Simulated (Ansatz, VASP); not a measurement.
**Ta: VASP beside Ansatz**

```
Ta
1.0
    -1.64024    1.64024    1.64024
     1.64024   -1.64024    1.64024
     1.64024    1.64024   -1.64024
Ta
1
Direct
  0.00000 0.00000 0.00000
```

Alike in both runs: functional PBEsol; k mesh 18 × 18 × 18; occupations gaussian, width 0.1 eV; no spin polarisation.

Ansatz relaxed the structure, and its values are those at the end. VASP's run is a single point on that final structure, the one shown.

|  | VASP | Ansatz |
| --- | --- | --- |
| version | VASP 6.6.1 | Ansatz 0.2.0 |
| potentials or method | VASP PAW PBE potentials, release 64 (Ta_pv) | scalar-relativistic, plane waves, PAW |
| plane-wave cutoff (eV) | 520 | 420 |
| valence electrons in the cell | 11 | 13 |

Ansatz gave:

* gap on the k mesh at the Fermi level (eV): none
* pressure (GPa): 0.0

Q: What did VASP give for the same quantities?

A: gap on the k mesh at the Fermi level (eV): none; pressure (GPa): 0.2.

A gap of «none» marks a metal or a gap that the smearing closes. The two sets of potentials don't hold the same shells in valence.

Caveats: the PAW data sets were made with another functional, which shifts forces and pressure a little (VASP). Spin-orbit coupling is left out, which matters for the levels of Ta.
